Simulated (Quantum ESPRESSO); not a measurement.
BaTiO3 (Barioperovskite) under changes of volume

One of the cells (12.867 Å³/atom); the others are scaled copies at fixed shape and fractional positions:

```
Ba Ti O
1.0
     3.98550    0.00000    0.00000
     0.00000    2.83690    2.84515
     0.00000   -2.83690    2.84515
Ba Ti O
1 1 3
Direct
  0.00000 0.00000 0.00000
  0.50000 0.51240 0.51240
  0.50000 0.99184 0.50524
  0.50000 0.50524 0.99184
  0.00000 0.48740 0.48740
```

| Item | Value |
| --- | --- |
| Program | Quantum ESPRESSO 7.5 |
| Functional | PBEsol |
| Potentials or basis | GBRV 1.5 PBEsol |
| Cutoff | 612 eV |
| Density cutoff | 4898 eV |
| k mesh | 7 × 7 × 7 |
| Occupations | fermi-dirac, width 0.05 eV |
| Spin | no spin polarisation |

```csv
volume (Å³/atom),energy over the lowest point (meV/atom),pressure (GPa),gap on the mesh (eV)
12.095,15.06,8.9,2.06
12.353,4.20,4.5,2.01
12.610,0.00,0.6,1.97
12.867,1.76,-2.9,1.93
13.125,8.83,-6.1,1.88
13.382,20.65,-8.8,1.84
13.639,?,?,?
```

Question: What does the run at 13.639 Å³/atom give?

Answer: Energy over the lowest point 36.72 meV/atom; pressure -11.3 GPa; gap on the mesh 1.80 eV.

Worked out: A Birch-Murnaghan fit of order 3 (a polynomial in V^(-2/3)) to the other rows has its minimum at 12.66 Å³/atom with B0 = V·E''(V) = 178 GPa and B' = 4.5 at fixed shape and positions, which overstates the stiffness. It gives 36.72 meV/atom at 13.639 Å³/atom, against the run's 36.72, and -dE/dV = -11.2 GPa, against -11.3. A straight line through the other rows of the gap, of slope -2.16 eV per unit of ln V, extrapolates to 1.80 eV, against the run's 1.80.

Energies are extrapolated to zero smearing.

Caveats: spin-orbit coupling is left out, which moves the levels of the heavy elements; an odd mesh through Γ misses points on the zone boundary, where band edges often lie.
